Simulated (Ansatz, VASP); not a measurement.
# One calculation of As, two programs

Contents of POSCAR:

```
As
1.0
    2.7392605843      0.0000000000      0.0000000000
    0.0000000000      2.7392605843      0.0000000000
    0.0000000000      0.0000000000      2.7392605843
As
1
Direct
    0.5000000000      0.5000000000      0.5000000000
```

The input INCAR.step1:

```
ALGO = Normal
EDIFF = 1E-4
ENCUT = 520
GGA = PE
ISMEAR = -1
LASPH = True
LCHARG = False
LREAL = False
LWAVE = True
NBANDS = 8
NELM = 100
PREC = Accurate
SIGMA = 0.05
```

The input INCAR.step2:

```
ALGO = Normal
EDIFF = 1E-6
ENCUT = 520
ISIF = 2
ISMEAR = -1
ISTART = 1
LASPH = True
LCHARG = False
LMIXTAU = True
LREAL = False
LWAVE = False
METAGGA = R2SCAN
NBANDS = 8
NELM = 100
PREC = Accurate
SIGMA = 0.05
```

The input KPOINTS:

```
k-points
0
Gamma
  10 10 10
```

input.yaml

```yaml
crystal:
  lattice:
    - [2.7392605843, 0.0, 0.0]
    - [0.0, 2.7392605843, 0.0]
    - [0.0, 0.0, 2.7392605843]
  atoms:
    - { symbol: As, position: [0.5, 0.5, 0.5] }
hamiltonian:
  xc: r2scan
  pseudopotentials: { kind: paw }
kpoints:
  mp_grid: { grid: [10, 10, 10] }
scf:
  occupations: { method: fermi_dirac, width: 0.05 }
output:
  forces: true
  stress: true
  eigenvalues: true
```

This isn't the form of As at room conditions, which is rhombohedral.

Alike in both runs: task single point; functional r2SCAN; k mesh 10 × 10 × 10; occupations fermi-dirac, width 0.05 eV; no spin polarisation.

|  | VASP | Ansatz |
| --- | --- | --- |
| version | VASP 6.6.1 | Ansatz 0.2.0 |
| potentials or method | VASP PAW PBE potentials, release 64 (As) | Ansatz PAW |
| plane-wave cutoff (eV) | 520 | 500 |
| valence electrons in the cell | 5 | 15 |

Ansatz gave:

| Property | Result |
| --- | --- |
| gap on the k mesh at the Fermi level (eV) | none |
| pressure (GPa) | -3.3 |

Q: What did VASP give for the same quantities?

A: gap on the k mesh at the Fermi level (eV): none; pressure (GPa): -3.4.

A gap of «none» marks a metal or a gap that the smearing closes. The two sets of potentials don't hold the same shells in valence.

Caveats: the PAW data sets were made with another functional, which shifts forces and pressure a little (VASP); the PAW data sets come from PBE, with cores solved anew for the run's functional, which leaves a small shift of forces and pressure (Ansatz).
